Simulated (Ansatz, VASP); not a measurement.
## Cross-check of Zn35CuO36 (Cu on a Zn site in ZnO) between VASP and Ansatz

One calculation is typed for both programs; each brings its own data sets. How far apart do they land? Of the first pair: The structure shown is the start of the Ansatz relaxation below; VASP solves that cell, so the two are compared at the walk's first step.

Calculated with Ansatz 0.2.0; plane waves, with VASP 6.6.1 beside it; single point at LDA.

## (1) The starting structure

The cell holds 72 atoms: 35 Zn, 36 O and 1 Cu. Cell: a = 9.560 Å, b = 9.560 Å, c = 10.307 Å, α = 90.0°, β = 90.0°, γ = 120.0°. It derives from ZnO (ZnO (P6_3mc)). Nearest the centre at fractional (0.556, 0.444, 0.500): Cu72 at 0.05 Å, O54 at 1.91 Å, O65 at 1.91 Å, O49 at 1.96 Å, O53 at 1.97 Å, Zn28 at 3.12 Å, Zn13 at 3.12 Å, Zn19 at 3.15 Å. The cell carries charge −1.

## (2) Ansatz: relaxation, LDA

Ansatz runs on its default PAW (the set named soft_2) files.

The two programs are compared at the cell with which this relaxation starts, whose forces are those of its first step.

The input, input.yaml:

```yaml
relax:
  f_tol: 0.02
  max_steps: 80
  random_displacement: { amplitude: 0.05, seed: 681 }
crystal:
  lattice:
    - [9.56031259, 0.0, 0.0]
    - [-4.78015629, 8.27947357, 0.0]
    - [0.0, 0.0, 10.30720213]
  atoms:
    - { symbol: Zn, position: [0.111111111, 0.222222222, 0.250171754] }
    - { symbol: Zn, position: [0.222222222, 0.111111111, 0.000171754] }
    - { symbol: O, position: [0.222222222, 0.111111111, 0.189333246] }
    - { symbol: O, position: [0.111111111, 0.222222222, 0.439333246] }
    - { symbol: Zn, position: [0.111111111, 0.222222222, 0.750171754] }
    - { symbol: Zn, position: [0.222222222, 0.111111111, 0.500171754] }
    - { symbol: O, position: [0.222222222, 0.111111111, 0.689333246] }
    - { symbol: O, position: [0.111111111, 0.222222222, 0.939333246] }
    - { symbol: Zn, position: [0.111111111, 0.555555556, 0.250171754] }
    - { symbol: Zn, position: [0.222222222, 0.444444444, 0.000171754] }
    - { symbol: O, position: [0.222222222, 0.444444444, 0.189333246] }
    - { symbol: O, position: [0.111111111, 0.555555556, 0.439333246] }
    - { symbol: Zn, position: [0.111111111, 0.555555556, 0.750171754] }
    - { symbol: Zn, position: [0.222222222, 0.444444444, 0.500171754] }
    - { symbol: O, position: [0.222222222, 0.444444444, 0.689333246] }
    - { symbol: O, position: [0.111111111, 0.555555556, 0.939333246] }
    - { symbol: Zn, position: [0.111111111, 0.888888889, 0.250171754] }
    - { symbol: Zn, position: [0.222222222, 0.777777778, 0.000171754] }
    - { symbol: O, position: [0.222222222, 0.777777778, 0.189333246] }
    - { symbol: O, position: [0.111111111, 0.888888889, 0.439333246] }
    - { symbol: Zn, position: [0.111111111, 0.888888889, 0.750171754] }
    - { symbol: Zn, position: [0.222222222, 0.777777778, 0.500171754] }
    - { symbol: O, position: [0.222222222, 0.777777778, 0.689333246] }
    - { symbol: O, position: [0.111111111, 0.888888889, 0.939333246] }
    - { symbol: Zn, position: [0.444444444, 0.222222222, 0.250171754] }
    - { symbol: Zn, position: [0.555555556, 0.111111111, 0.000171754] }
    - { symbol: O, position: [0.555555556, 0.111111111, 0.189333246] }
    - { symbol: O, position: [0.444444444, 0.222222222, 0.439333246] }
    - { symbol: Zn, position: [0.444444444, 0.222222222, 0.750171754] }
    - { symbol: Zn, position: [0.555555556, 0.111111111, 0.500171754] }
    - { symbol: O, position: [0.555555556, 0.111111111, 0.689333246] }
    - { symbol: O, position: [0.444444444, 0.222222222, 0.939333246] }
    - { symbol: Zn, position: [0.444444444, 0.555555556, 0.250171754] }
    - { symbol: Zn, position: [0.555555556, 0.444444444, 0.000171754] }
    - { symbol: O, position: [0.555555556, 0.444444444, 0.189333246] }
    - { symbol: O, position: [0.444444444, 0.555555556, 0.439333246] }
    - { symbol: Zn, position: [0.444444444, 0.555555556, 0.750171754] }
    - { symbol: Cu, position: [0.555555556, 0.444444444, 0.500171754] }
    - { symbol: O, position: [0.555555556, 0.444444444, 0.689333246] }
    - { symbol: O, position: [0.444444444, 0.555555556, 0.939333246] }
    - { symbol: Zn, position: [0.444444444, 0.888888889, 0.250171754] }
    - { symbol: Zn, position: [0.555555556, 0.777777778, 0.000171754] }
    - { symbol: O, position: [0.555555556, 0.777777778, 0.189333246] }
    - { symbol: O, position: [0.444444444, 0.888888889, 0.439333246] }
    - { symbol: Zn, position: [0.444444444, 0.888888889, 0.750171754] }
    - { symbol: Zn, position: [0.555555556, 0.777777778, 0.500171754] }
    - { symbol: O, position: [0.555555556, 0.777777778, 0.689333246] }
    - { symbol: O, position: [0.444444444, 0.888888889, 0.939333246] }
    - { symbol: Zn, position: [0.777777778, 0.222222222, 0.250171754] }
    - { symbol: Zn, position: [0.888888889, 0.111111111, 0.000171754] }
    - { symbol: O, position: [0.888888889, 0.111111111, 0.189333246] }
    - { symbol: O, position: [0.777777778, 0.222222222, 0.439333246] }
    - { symbol: Zn, position: [0.777777778, 0.222222222, 0.750171754] }
    - { symbol: Zn, position: [0.888888889, 0.111111111, 0.500171754] }
    - { symbol: O, position: [0.888888889, 0.111111111, 0.689333246] }
    - { symbol: O, position: [0.777777778, 0.222222222, 0.939333246] }
    - { symbol: Zn, position: [0.777777778, 0.555555556, 0.250171754] }
    - { symbol: Zn, position: [0.888888889, 0.444444444, 0.000171754] }
    - { symbol: O, position: [0.888888889, 0.444444444, 0.189333246] }
    - { symbol: O, position: [0.777777778, 0.555555556, 0.439333246] }
    - { symbol: Zn, position: [0.777777778, 0.555555556, 0.750171754] }
    - { symbol: Zn, position: [0.888888889, 0.444444444, 0.500171754] }
    - { symbol: O, position: [0.888888889, 0.444444444, 0.689333246] }
    - { symbol: O, position: [0.777777778, 0.555555556, 0.939333246] }
    - { symbol: Zn, position: [0.777777778, 0.888888889, 0.250171754] }
    - { symbol: Zn, position: [0.888888889, 0.777777778, 0.000171754] }
    - { symbol: O, position: [0.888888889, 0.777777778, 0.189333246] }
    - { symbol: O, position: [0.777777778, 0.888888889, 0.439333246] }
    - { symbol: Zn, position: [0.777777778, 0.888888889, 0.750171754] }
    - { symbol: Zn, position: [0.888888889, 0.777777778, 0.500171754] }
    - { symbol: O, position: [0.888888889, 0.777777778, 0.689333246] }
    - { symbol: O, position: [0.777777778, 0.888888889, 0.939333246] }
  host:
    repeats: [3, 3, 2]
    atoms:
      - { symbol: Zn, position: [0.333333333, 0.666666667, 0.500343507] }
      - { symbol: Zn, position: [0.666666667, 0.333333333, 0.000343507] }
      - { symbol: O, position: [0.666666667, 0.333333333, 0.378666493] }
      - { symbol: O, position: [0.333333333, 0.666666667, 0.878666493] }
total_charge: -1
basis:
  ecutwfc: 420
  xc_grid: 2
hamiltonian:
  xc: lda
kpoints:
  mp_grid: { grid: [1, 1, 1], shift: [0.25, 0.25, 0.25] }
scf:
  occupations: { method: fermi_dirac, width: 0.01 }
  max_iter: 120
output:
  forces: true
  charged_corrections:
    epsilon: [5.07, 5.07, 5.12]
    static_epsilon: [9.45, 9.45, 10.2]
    defect_position: [0.555556, 0.444444, 0.500172]
checkpoint:
  write: "../relax1.run"
  compress: false
  write_wavefunctions: true
  write_every: 100000
```

Launch:

```sh
$ ansatz run input.yaml --threads 4 --pin off --max-ram 7536MiB --backend cpu --events-out ev --progress --plain --runs-dir out
```

Numbers of over 12 decimals in the logs are rounded to 6 here.

The log of the run:

```text
Engine: ansatz 0.2.0, aarch64-unknown-linux-gnu
Pseudopotentials: kind: paw
Pseudopotential: Zn, paw, valence charge 12, recommended cutoff 420 eV (normal), Zn.paw.azcp
Pseudopotential: O, paw, valence charge 6, recommended cutoff 420 eV (normal), O.paw.azcp
Pseudopotential: Cu, paw, valence charge 19, recommended cutoff 420 eV (normal), Cu.paw.azcp
Functional definition: SPW92
  exchange = slater_x
  correlation = pw_c
Crystal: 72 atoms, lattice volume = 815.860 Å³
Basis set: ecut = 420 eV, 15935 PW (Γ), exchange–correlation on 128×128×144 points (8 copies of the dense FFT grid, shifted against one another)
Bands: 400, of which v1, the nominal top of the filled ones, is band 328 counted from 1 (327 counted from 0)
Symmetry: 1 space group operations
k-points: 1
Non-local potential: Zn, projectors of the file, l = 0: 2, l = 1: 2, l = 2: 3, l = 3: 1
Non-local potential: O, projectors of the file, l = 0: 2, l = 1: 2, l = 2: 1
Non-local potential: Cu, projectors of the file, l = 0: 3, l = 1: 2, l = 2: 3, l = 3: 1
PAW form: soft (Blöchl's): semilocal exchange-correlation on the pseudo side does not see the compensation charge
PAW frozen core: Zn, regenerated for the run's functional, and the local potential with it (the file was generated under x = pbe(κ = 0.804, μ = 0.219515), c = pbe(β = 0.066725))
PAW frozen core: O, regenerated for the run's functional, and the local potential with it (the file was generated under x = pbe(κ = 0.804, μ = 0.219515), c = pbe(β = 0.066725))
PAW frozen core: Cu, regenerated for the run's functional, and the local potential with it (the file was generated under x = pbe(κ = 0.804, μ = 0.219515), c = pbe(β = 0.066725))
PAW one-centre angular grid: Zn, 590 points (default); XC on 64 Gauss nodes
PAW one-centre angular grid: O, 110 points (default); XC on 64 Gauss nodes
PAW one-centre angular grid: Cu, 590 points (default); XC on 64 Gauss nodes
Initial density: superposition of atomic densities (neutral atoms scaled as one to the charged cell's electrons: chi_scale 0, normalization atom), corrected by the library's trained network
Initial wavefunctions: pseudopotential atomic-orbital guess
Functional: x = slater, c = lda
SCF iter   1: F=—  HF=-140169.388332 eV  |F-HF|=—  |Δ(HF+E_count)|=         —  Δρ=2.51e-2  dr2=4.03e0  ethr=1.77e-3  ⟨swp⟩=6.0  Hψ=1554  notcnv=0  defer=3
preconditioner: auto → Resta (q_TF=auto, 2.631 Å⁻¹)  ε∞=7.8  [insulator: Δε(μ)=0.632 eV  Ē_g=12.662 eV  σ=0.010 eV  W_gap=1.00  n_scr=242 (ndim 8)  ℏωp=33.1 eV  f_vac=0.030  D(μ)=0.00/eV (n_scr^D=0)  ε∞_Penn≈7.8]
SCF iter   2: F=—  HF=-140168.396860 eV  |F-HF|=—  |Δ(HF+E_count)|=   9.91e-1  Δρ=1.76e-2  dr2=2.03e0  ethr=6.15e-4  ⟨swp⟩=3.0  Hψ=790  notcnv=0  defer=66
SCF iter   3: F=—  HF=-140168.717782 eV  |F-HF|=—  |Δ(HF+E_count)|=   3.21e-1  Δρ=1.94e-2  dr2=2.62e0  ethr=3.10e-4  ⟨swp⟩=2.0  Hψ=794  notcnv=0  defer=66
SCF iter   4: F=—  HF=-140168.313536 eV  |F-HF|=—  |Δ(HF+E_count)|=   4.04e-1  Δρ=7.62e-3  dr2=5.69e-1  ethr=3.10e-4  ⟨swp⟩=2.0  Hψ=794  notcnv=0  defer=66
SCF iter   5: F=—  HF=-140168.248439 eV  |F-HF|=—  |Δ(HF+E_count)|=   6.51e-2  Δρ=1.57e-3  dr2=3.02e-2  ethr=8.67e-5  ⟨swp⟩=2.0  Hψ=470  notcnv=0  defer=66
SCF iter   6: F=—  HF=-140168.249734 eV  |F-HF|=—  |Δ(HF+E_count)|=   1.29e-3  Δρ=3.88e-3  dr2=1.17e-1  ethr=4.60e-6  ⟨swp⟩=2.0  Hψ=667  notcnv=0  defer=66
SCF iter   7: F=—  HF=-140168.244847 eV  |F-HF|=—  |Δ(HF+E_count)|=   4.89e-3  Δρ=6.04e-4  dr2=2.99e-3  ethr=4.60e-6  ⟨swp⟩=2.0  Hψ=471  notcnv=0  defer=66
SCF iter   8: F=—  HF=-140168.246288 eV  |F-HF|=—  |Δ(HF+E_count)|=   1.44e-3  Δρ=1.18e-3  dr2=1.24e-2  ethr=4.56e-7  ⟨swp⟩=2.0  Hψ=627  notcnv=0  defer=66
SCF iter   9: F=—  HF=-140168.245564 eV  |F-HF|=—  |Δ(HF+E_count)|=   7.25e-4  Δρ=1.35e-4  dr2=1.63e-4  ethr=4.56e-7  ⟨swp⟩=2.0  Hψ=340  notcnv=0  defer=66
SCF iter  10: F=-140168.245552 eV  HF=-140168.245558 eV  |F-HF|=5.83e-6  |Δ(HF+E_count)|=   5.96e-6  Δρ=2.85e-5  dr2=9.10e-6  ethr=1.52e-9  ⟨swp⟩=3.0  Hψ=1394  notcnv=0
SCF 1 converged in 10 iterations: F = -140168.245552 eV  dr2 = 9.10e-6
  greatest PAW one-centre occupation: 1.000 electrons in one spin orbital (limit 2), on the Cu atom at site 37 (counted from 0), in its partial waves of l = 1
relax step   1: F+E_penalty+E_count = -140168.24555201 eV  Δ(F+E_penalty+E_count) = +0.000e0 eV  max|allowed force component| = 1.474e0 eV/Å  Δτ_max = 0.0000 Å  (10 SCF iters, dr2 threshold 1.00e-5 eV, accepted)
Initial density: handed on by an earlier stage of this run
Initial wavefunctions: those handed on with the density
iter 1 solved again at ethr=3.24e-5 eV; its pass at ethr=3.10e-3 eV (dr2=2.12e-1 eV) is discarded
SCF iter   1: F=—  HF=-140169.008352 eV  |F-HF|=—  |Δ(HF+E_count)|=         —  Δρ=5.69e-3  dr2=2.16e-1  ethr=3.24e-5  ⟨swp⟩=1.0  Hψ=1245  notcnv=0  defer=66
[...]
--- Relaxed structure (8 steps of the walk, 8 accepted, 0 SCFs on fresh bases) ---
  F+E_penalty+E_count = -140169.60304504 eV   max|allowed force component| = 1.511e-2 eV/Å
  atoms:
    - { symbol: Zn, position: [0.111230, 0.222682, 0.250833] }
    - { symbol: Zn, position: [0.221995, 0.110887, -0.00059624] }
    - { symbol: O, position: [0.220404, 0.110508, 0.187880] }
    - { symbol: O, position: [0.109846, 0.222045, 0.439684] }
    - { symbol: Zn, position: [0.111087, 0.223297, 0.749777] }
    - { symbol: Zn, position: [0.222625, 0.112266, 0.499845] }
    - { symbol: O, position: [0.221223, 0.111308, 0.689652] }
    - { symbol: O, position: [0.110851, 0.222536, 0.939230] }
    - { symbol: Zn, position: [0.111010, 0.555227, 0.252364] }
    - { symbol: Zn, position: [0.222887, 0.444861, 0.00112381] }
    - { symbol: O, position: [0.222609, 0.444712, 0.189673] }
    - { symbol: O, position: [0.111063, 0.553832, 0.440946] }
    - { symbol: Zn, position: [0.111185, 0.556231, 0.749627] }
    - { symbol: Zn, position: [0.227903, 0.445482, 0.499405] }
    - { symbol: O, position: [0.221157, 0.444705, 0.689531] }
    - { symbol: O, position: [0.111671, 0.555862, 0.939255] }
    - { symbol: Zn, position: [0.110528, 0.889098, 0.251685] }
    - { symbol: Zn, position: [0.222338, 0.777690, 0.00097581] }
    - { symbol: O, position: [0.222053, 0.777755, 0.189967] }
    - { symbol: O, position: [0.110816, 0.888614, 0.440120] }
    - { symbol: Zn, position: [0.110918, 0.889153, 0.749146] }
    - { symbol: Zn, position: [0.222429, 0.777218, 0.498764] }
    - { symbol: O, position: [0.221936, 0.778111, 0.689048] }
    - { symbol: O, position: [0.111385, 0.888575, 0.938646] }
    - { symbol: Zn, position: [0.444316, 0.223615, 0.248566] }
    - { symbol: Zn, position: [0.555527, 0.110643, -0.000372174] }
    - { symbol: O, position: [0.555509, 0.110306, 0.188286] }
    - { symbol: O, position: [0.437519, 0.211322, 0.433886] }
    - { symbol: Zn, position: [0.444452, 0.223478, 0.748220] }
    - { symbol: Zn, position: [0.555298, 0.113205, 0.499798] }
    - { symbol: O, position: [0.555079, 0.110850, 0.689851] }
    - { symbol: O, position: [0.443564, 0.220318, 0.939043] }
    - { symbol: Zn, position: [0.446228, 0.553857, 0.253907] }
    - { symbol: Zn, position: [0.555570, 0.444596, -0.00454648] }
    - { symbol: O, position: [0.555561, 0.444172, 0.184483] }
    - { symbol: O, position: [0.445472, 0.554801, 0.439269] }
    - { symbol: Zn, position: [0.443975, 0.556450, 0.748169] }
    - { symbol: Cu, position: [0.565491, 0.429299, 0.506318] }
    - { symbol: O, position: [0.554935, 0.445713, 0.698847] }
    - { symbol: O, position: [0.443537, 0.556529, 0.939054] }
    - { symbol: Zn, position: [0.444583, 0.888793, 0.252130] }
    - { symbol: Zn, position: [0.555299, 0.777274, 0.000965971] }
    - { symbol: O, position: [0.555253, 0.777349, 0.189517] }
    - { symbol: O, position: [0.445831, 0.888718, 0.440770] }
    - { symbol: Zn, position: [0.443822, 0.889021, 0.749483] }
    - { symbol: Zn, position: [0.554540, 0.772394, 0.499253] }
    - { symbol: O, position: [0.555549, 0.779265, 0.689396] }
    - { symbol: O, position: [0.444119, 0.888338, 0.939110] }
    - { symbol: Zn, position: [0.777094, 0.222674, 0.250266] }
[...]
- { symbol: Zn, position: [0.775858, 0.555286, 0.249524] }
    - { symbol: Zn, position: [0.889430, 0.444680, 2.2730957445225703e-5] }
    - { symbol: O, position: [0.889386, 0.444438, 0.188692] }
    - { symbol: O, position: [0.786540, 0.561046, 0.434917] }
    - { symbol: Zn, position: [0.777107, 0.555927, 0.748420] }
    - { symbol: Zn, position: [0.886474, 0.444690, 0.499859] }
    - { symbol: O, position: [0.889452, 0.445100, 0.689944] }
    - { symbol: O, position: [0.779766, 0.556466, 0.939225] }
    - { symbol: Zn, position: [0.777155, 0.888631, 0.250843] }
    - { symbol: Zn, position: [0.889104, 0.778029, -0.000310916] }
    - { symbol: O, position: [0.889038, 0.779050, 0.188160] }
    - { symbol: O, position: [0.778040, 0.890154, 0.439723] }
    - { symbol: Zn, position: [0.776853, 0.888966, 0.749792] }
    - { symbol: Zn, position: [0.887036, 0.776489, 0.499719] }
    - { symbol: O, position: [0.888943, 0.779047, 0.689575] }
    - { symbol: O, position: [0.777625, 0.889276, 0.939278] }
```

[end of part 1 of 3]

[Lines on the potential files, build, host, timing and source positions are cut from VASP's logs without a mark.]

[Logs are printed without paths, hosts, clocks, repeated set-up lines and the standing remarks that a program may print on its own settings, such as how far it seeks lower states.]

[Hosts, paths, dates, database ids (printed as entryN), source tags and the programs' standing remarks are cut or masked in the printed files.]
